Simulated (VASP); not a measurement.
# KI: single point with PBE

**What was measured.**

From a printed reference work, monograph, for a bulk crystal of KI: band gap 6.32 eV.

Crystal: KI.

```
CELL_PARAMETERS angstrom
0.00000 3.53277 3.53277
3.53277 0.00000 3.53277
3.53277 3.53277 0.00000
ATOMIC_POSITIONS crystal
I 0.50000 0.50000 0.50000
K 0.00000 0.00000 0.00000
```

| Quantity | Value |
| --- | --- |
| Program | VASP 6.6.1 |
| Task | single point |
| Functional | PBE |
| Potentials or basis | VASP PAW PBE potentials, release 64 (I, K_sv) |
| Cutoff | 500 eV |
| k mesh | 4 × 4 × 4 |
| Occupations | gaussian, width 0.01 eV |
| Spin | no spin polarisation |

```yaml
Pressure: 0.6 GPa
Band_gap_on_the_k_mesh: 3.96 eV, direct
```

Levels at points of the mesh, in eV from the valence-band top:
```tsv
k point	band 4	band 5	band 6	band 7	band 8	band 9	band 10	band 11	band 12	band 13
(0.00, 0.00, 0.00)	-11.99	-10.50	0.00	0.00	0.00	3.96	6.50	6.50	6.50	7.21
(0.50, 0.00, 0.00)	-11.99	-10.22	-1.32	-0.34	-0.34	5.52	7.71	8.14	8.14	8.70
(0.50, 0.50, 0.00)	-12.01	-10.36	-1.00	-0.37	-0.37	4.93	5.77	8.10	8.71	8.81
```

Wall time 8.3 s on 1 thread of Intel(R) Xeon(R) 6975P-C (Granite Rapids), on a shared host, peak memory 0.19 GiB.

Measured gap of KI: 6.32 eV (a printed reference work, monograph). This calculation gives 3.96 eV (-2.36 eV). Spin-orbit coupling on I is left out. The value is that of PBE, without temperature or zero-point motion. Semilocal functionals fall short of measured gaps as a rule.

Caveat: spin-orbit coupling is left out, which moves the levels of the heavy elements.
